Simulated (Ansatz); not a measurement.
An Ansatz input and the part of its output that reports the observables at the nuclei.

The cell is a COD entry, relaxed with PBE at fixed cell and then changed (volume scaled by 1.06, ions relaxed).

```yaml
crystal:
  lattice:
    - [0.0, 2.9737007966, 2.9737007966]
    - [2.9737007966, 0.0, 2.9737007966]
    - [2.9737007966, 2.9737007966, 0.0]
  atoms:
    - { symbol: Cd, position: [0.0, 0.0, 0.0] }
    - { symbol: S, position: [0.25, 0.25, 0.25] }
kpoints:
  mp_grid: { grid: [13, 13, 13] }
scf:
  occupations: { method: fermi_dirac, width: 0.02 }
hamiltonian:
  xc: pbe
  pseudopotentials: { kind: paw }
output:
  forces: true
  stress: true
  populations: true
  efg: { quadrupole_moments_barn: { S: -0.0694 }, contact_densities: true }
  write_density: true
  write_potential: true
  elf: true
  volumetric_format: npy
relax:
  f_tol: 0.02
  max_steps: 60
```

```sh
ansatz run input.yaml --threads 1 --pin off --max-ram 3072MiB --backend cpu --events-out ev --progress --plain --runs-dir out
```

The run relaxes the ions first, and the block belongs to the relaxed positions.

Of the output, the block on the nuclei alone is shown; the set-up, the SCF iterations, energies, forces and stress are cut. One atom of each set with nearly equal values is shown.

```
--- PAW observables at the nuclei: V_zz in 10²¹ V/m², potentials from the cell's mean, atoms counted from 1 ---
  atom   1  Cd V_zz =    +0.000000   η = 0.0000   by run symmetry: forbidden
            electrostatic potential = -7703.377838 V   contact ρ = 1035900.130729 e/Å³
  atom   2  S  V_zz =    -0.000000   η = 0.0000   by run symmetry: forbidden   C_q = +0.0000 MHz
            electrostatic potential = -1632.847001 V   contact ρ = 19767.066579 e/Å³
```

The relaxation (1 step) took 6.3 s of wall time (6.3 s of CPU time) and 0.5 GiB at its peak, on 1 thread of Intel Xeon Platinum 8375C CPU @ 2.90GHz (Ice Lake) (x86_64; 16 cores open to the job, memory cap 3.0 GiB, no GPU), a shared host with a load of 0.6 a core.
